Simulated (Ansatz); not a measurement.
Crystal: Sr.

```xyz
2
Lattice="-3.7064 3.7064 2.0209 3.7064 -3.7064 2.0209 3.7064 3.7064 -2.0209" Properties=species:S:1:pos:R:3 pbc="T T T"
Sr    0.0000    0.0000    0.0000
Sr    0.0000    3.7064    1.0104
```

This isn't the form of Sr at room conditions, which is fcc.

```yaml
Program: Ansatz 0.2.0
Task: relaxation of cell and atoms
Functional: PBE
Dispersion: D4
Potentials_or_basis: Ansatz PAW
Cutoff: "420 eV (not typed: the program's choice for these potentials)"
k_mesh: 8 × 8 × 8
Occupations: fermi-dirac, width 0.05 eV
Spin: no spin polarisation
```

At the start: volume 55.52 Å³/atom.

Problem. How do energy, volume and symmetry change on relaxing?

Solution. It ends after 5 steps and the volume is 52.94 Å³/atom (-4.6 %); space group I4_1/amd (No. 141, to 0.05 Å).

The path:
| step | energy change (eV) | largest force (eV/Å) | volume (Å³) |
| --- | --- | --- | --- |
| 1 | 0.0000 | 0.0000 | 111.04 |
| 2 | -0.0041 | 0.0000 | 109.64 |
| 3 | -0.0082 | 0.0000 | 105.88 |
| 4 | -0.0082 | 0.0000 | 105.88 |
| 5 | -0.0082 | 0.0000 | 105.88 |

Final structure:
```
CELL_PARAMETERS angstrom
-3.66523 3.66523 1.97045
3.66523 -3.66523 1.97045
3.66523 3.66523 -1.97045
ATOMIC_POSITIONS crystal
Sr 0.00000 0.00000 0.00000
Sr 0.75000 0.25000 0.50000
```

Caveat: the plane-wave basis is chosen anew once the cell has moved, so the energies of steps on either side of that aren't comparable; pairwise dispersion overbinds metals, which lowers pressure and volume.
